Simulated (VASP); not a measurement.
# VASP 6.6.1 run: MgS

INCAR

```
NSW = 0
SIGMA = 0.02
LCHARG = .FALSE.
ENCUT = 520
NELM = 120
ISIF = 2
PREC = Accurate
GGA = PE
EDIFF = 1E-7
LASPH = .TRUE.
NELECT = 8.5
ISMEAR = -1
LWAVE = .FALSE.
NBANDS = 11
IBRION = -1
LREAL = .FALSE.
IVDW = 12
```

KPOINTS

```
KPOINTS created by Atomic Simulation Environment
0
Gamma
8 8 8
0 0 0
```

POSCAR

```
Mg S
 1.0000000000000000
     0.0000000000000000    2.5044813179999998    2.6015179370000001
     2.5044813179999998    0.0000000000000000    2.6015179370000001
     2.5044813179999998    2.5044813179999998    0.0000000000000000
 Mg  S
   1   1
Cartesian
  0.0000000000000000  0.0000000000000000  0.0000000000000000
  2.5044813179999998  2.5044813179999998  2.6015179369999997
```

The recommended PBE PAW datasets give the neutral cell 8 valence electrons.

Command

```
mpirun -np 1 vasp_std
```

Question: How does this run end, and what does it give?

Answer: It converged. Results: pressure 31.6 GPa.

OSZICAR

```
N       E                     dE             d eps       ncg     rms          rms(c)
DAV:   1     0.272907557320E+02    0.27291E+02   -0.38299E+03  1362   0.627E+02
DAV:   2    -0.331091863132E+01   -0.30602E+02   -0.29581E+02  1704   0.106E+02
DAV:   3    -0.457282410933E+01   -0.12619E+01   -0.12557E+01  1617   0.228E+01
DAV:   4    -0.457979214060E+01   -0.69680E-02   -0.69666E-02  1549   0.199E+00
DAV:   5    -0.457984957175E+01   -0.57431E-04   -0.57432E-04  1641   0.176E-01    0.694E+00
DAV:   6    -0.421589995964E+01    0.36395E+00   -0.10692E+00  1472   0.425E+00    0.497E+00
DAV:   7    -0.419090566910E+01    0.24994E-01   -0.13419E-01  1573   0.176E+00    0.248E+00
DAV:   8    -0.419019516027E+01    0.71051E-03   -0.52002E-03  1460   0.484E-01    0.313E-01
DAV:   9    -0.419013587412E+01    0.59286E-04   -0.43253E-04  1557   0.965E-02    0.675E-02
DAV:  10    -0.419020275100E+01   -0.66877E-04   -0.12372E-04  1490   0.826E-02    0.272E-02
DAV:  11    -0.419020011551E+01    0.26355E-05   -0.83797E-06  1569   0.135E-02    0.808E-03
DAV:  12    -0.419020037460E+01   -0.25909E-06   -0.32449E-06  1511   0.883E-03    0.395E-03
DAV:  13    -0.419020006490E+01    0.30970E-06   -0.67946E-07  1451   0.356E-03    0.337E-04
DAV:  14    -0.419020006096E+01    0.39470E-08   -0.14880E-08   820   0.852E-04
   1 F= -.49583916E+01 E0= -.49576407E+01  d E =-.150172E-02
```

The cell is charged and sits in a uniform background.

For comparison, a separate PBE run of the intended cell, on usual settings and not on those above, gives a gap of 2.78 eV on its mesh and a pressure of 8.1 GPa.
